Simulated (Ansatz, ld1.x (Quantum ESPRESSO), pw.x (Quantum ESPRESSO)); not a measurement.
# Sr (Z = 38): one change to the ultrasoft potential, in the atom and in the bcc crystal

```json
{
  "Element": "strontium",
  "Generator": "ld1.x (Quantum ESPRESSO) 7.5",
  "Type": "ultrasoft",
  "Functional": "PBE",
  "Relativity": "scalar-relativistic",
  "Frozen core": "[Ar] 3d10",
  "Valence charge": "10",
  "Reference configuration": "4s2 4p6 4d0 5s2 5p0",
  "Partial waves": "4s (bound): rcut 1.75, rcutus 2.20 bohr; 5s (bound): rcut 1.75, rcutus 2.20 bohr; 4p (bound): rcut 2.20, rcutus 2.95 bohr; 5p (bound, empty): rcut 2.20, rcutus 2.95 bohr; 4d (bound, empty): rcut 2.85, rcutus 3.75 bohr; 4d channel at 1 Ry: rcut 2.85, rcutus 3.75 bohr",
  "Local potential": "all-electron potential smoothed inside 3.50 bohr (lloc = -1)",
  "Core correction": "a·sin(br)/r model core, default radius (core density twice the valence density)",
  "Augmentation charge": "PSQ, inside the norm-conserving radii"
}
```

Change: core correction a·sin(br)/r model core inside 2.50 bohr.

Cutoffs, loose and tight: the cutoffs (Ry, on a coarse ladder) from which the occupation-weighted sum of valence levels, in a spherical-Bessel basis at the reference potential, stays within 10 and 1 mRy of its value at 400 Ry. They do not see the model core or the augmentation charge, which bear on the density cutoff. Test errors are all-electron minus pseudo excitation energies from the reference, over the configurations 4s2 4p6 4d0 5s1 5p0; 4s2 4p6 4d0 5s0 5p0; 4s2 4p6 4d0 5s1.5 5p0; 4s2 4p6 4d0.5 5s1.5 5p0; 4s2 4p6 4d1 5s0 5p0; 4s2 4p6 4d0 5s0 5p2; 4s2 4p6 4d0 5s1 5p1; variants that change the core or the reference have their own tests.

Crystal test: bcc Sr in pw.x 7.5, no spin, 10³ k-points, Fermi–Dirac smearing 0.01 Ry, cutoffs set for each file from its atomic test. The reference is all-electron LAPW (Ansatz 0.2.0) with the same functional, mesh and smearing; V0 and B0 come from Birch–Murnaghan fits to the pressures at five volumes. Errors are pseudo minus all-electron; Δ is the rms difference of the E(V) curves that follow from these fits, minima aligned, over ±6 % about the mean V0. Mesh and smearing are coarse, so the numbers serve the comparison and aren't converged zero-temperature values; the lattice is a test structure that the element need not adopt.

All-electron: a0 = 4.780 Å (V0 = 54.61 Å³/atom), B0 = 11.4 GPa.

Does the change bring the crystal closer to the all-electron result?

The mean pressure error goes from +1.13 to +0.46 GPa, so the change moves the solid closer to the all-electron pressures.

| quantity | base | changed |
| --- | --- | --- |
| outcome (atom) | generated | generated |
| cutoff, loose (atom) | 15 Ry | 15 Ry |
| cutoff, tight (atom) | 21 Ry | 21 Ry |
| bound ghosts (atom) | none | none |
| largest test error (meV) (atom) | -5.7 over the solved tests; test run stopped at test 6 of 7 (negative rho) | -4.4 over the solved tests; test run stopped at test 6 of 7 (negative rho) |
| cutoffs in pw.x (Ry) | 40/320 | 40/320 |
| a0 (Å) | – | 4.839 |
| a0 error (%) | – | +1.24 |
| B0 error (%) | – | +1.5 |
| Δ (meV/atom) | – | 5.2 |
| mean pressure error (GPa) | +1.13 | +0.46 |

A dash: not determined, or the minimum lies outside the volumes sampled.

Base: This is a poor potential for the solid. Atomic configuration tests: test run stopped at test 6 of 7 (negative rho). Changed file: This is a poor potential for the solid. Atomic configuration tests: test run stopped at test 6 of 7 (negative rho). The atomic cutoffs weigh occupied waves only.
